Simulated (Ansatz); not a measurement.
## Structure relaxation of Zr3S2

Level of theory: DFT PBE, scalar-relativistic, plane waves, PAW in Ansatz.

The start is a database structure of Zr3S2, space group R32 (No. 155).

Input of the last, converged step (default PAW datasets):

```yaml
crystal:
  lattice:
    - [2.9025379727, 1.6757810799, 3.4877732718]
    - [-2.9025379727, 1.6757810799, 3.4877732718]
    - [0.0, -3.3515621597, 3.4877732718]
  atoms:
    - { symbol: Zr, position: [0.161273, 0.838727, 0.5] }
    - { symbol: Zr, position: [0.5, 0.161273, 0.838727] }
    - { symbol: Zr, position: [0.838727, 0.5, 0.161273] }
    - { symbol: S, position: [0.334977, 0.334977, 0.334977] }
    - { symbol: S, position: [0.665023, 0.665023, 0.665023] }
basis:
  ecutwfc: 420
kpoints:
  mp_grid: { grid: [12, 12, 12] }
hamiltonian:
  xc: pbe
scf:
  occupations: { method: gaussian, width: 0.1 }
output:
  forces: true
  stress: true
  eigenvalues: true
  write_density: true
  write_potential: true
  elf: true
  volumetric_format: npy
relax:
  adjacent_minimum: "off"
  f_tol: 0.01
  max_steps: 80
  cell: { stress_tol: 0.05 }
```

Launched as:

```bash
ansatz run input.yaml --threads 1 --pin off --max-ram 2560MiB --backend cpu --events-out ev --progress --plain --runs-dir out
```

Time: 2.1 min on 1 thread of Intel(R) Xeon(R) 6975P-C (Granite Rapids), with other jobs on the host, peak memory 0.73 GiB.

End of the output:

```
SCF converged after 4 iterations
Free energy (F): -14361.099236 eV
Harris-Foulkes:  -14361.099236 eV  (|F-HF|=0.00e0)
Internal energy: -14361.087361 eV  (E = F + TS)
E sigma→0 (E₀):  -14361.093299 eV
Entropy (-TS):   -0.011875 eV (-2.375 meV/atom)
Fermi energy:    12.884494 eV
--- Per-component energies (eV) ---
  E_band       = -290.275693
  E_kinetic    = 1220.441818
  E_local      = -2248.112837  (includes V_loc(G=0)·N_el)
  E_nonlocal   = 295.351267
  E_hartree    = 722.796093
  E_xc         = -682.666380
  E_vxc        = -752.605233  (∫ρ·V_xc dr)
  E_paw        = -10062.781850  (= ΣΔE_a)
  E_vpaw       = -250.942976  (= ΣTr[D̂ρ^β])
  E_aug_tail   = 0.000078  (compensation charges beyond the density's cutoff)
  E_ewald      = -3606.115550
  E_smearing   = -0.011875  (= −TS)
  E_closure    = 0.000000  (closes the sum)
  Σ components = -14361.099236   (vs F -14361.099236, Δ=0.00e0)
--- Forces (eV/Å), atoms counted from 1 ---
  atom   1  Zr    -0.00084112     0.00000000     0.00000000
  atom   2  Zr     0.00042056    -0.00072843     0.00000000
  atom   3  Zr     0.00042056     0.00072843     0.00000000
  atom   4  S      0.00000000     0.00000000     0.00096189
  atom   5  S      0.00000000     0.00000000    -0.00096189
  max |Σ_I F_I| component: 1.66e-16 eV/Å
--- Stress (GPa, compression-positive) ---
       -0.003271       0.000000       0.000000
        0.000000      -0.003271       0.000000
        0.000000       0.000000      -0.014520
  P = ⅓ Tr σ = -0.0070 GPa (-0.070 kbar)
--- Relaxed structure (4 steps of the walk, 3 accepted, 1 SCFs on fresh bases) ---
  F+E_penalty+E_count = -14361.09923635 eV   max|allowed force component| = 9.619e-4 eV/Å   (the final SCF, on the basis selected at the relaxed cell)
  cell:  # Å, volume = 101.0544 Å³
    - [2.895121, 1.671499, 3.480418]
    - [-2.895121, 1.671499, 3.480418]
    - [0.000000, -3.342997, 3.480418]
  atoms:
    - { symbol: Zr, position: [0.162078, 0.837922, 0.500000] }
    - { symbol: Zr, position: [0.5, 0.162078, 0.837922] }
    - { symbol: Zr, position: [0.837922, 0.500000, 0.162078] }
    - { symbol: S, position: [0.334788, 0.334788, 0.334788] }
    - { symbol: S, position: [0.665212, 0.665212, 0.665212] }
```

Total energies depend on the potentials used, so only differences within one code and one set of settings carry meaning.

The result has space group R32 (No. 155). Zr is coordinated by 4 S at 2.60–2.61 Å; S is coordinated by 6 Zr at 2.60–2.61 Å.

Against the elements it lies at -1.09 eV/atom. Formation energies are uncorrected and refer to the elements' standard structures at the same level.

For metals, differences of a few meV/atom aren't resolved.

Symmetry constrained the relaxation, so the result can be a saddle point.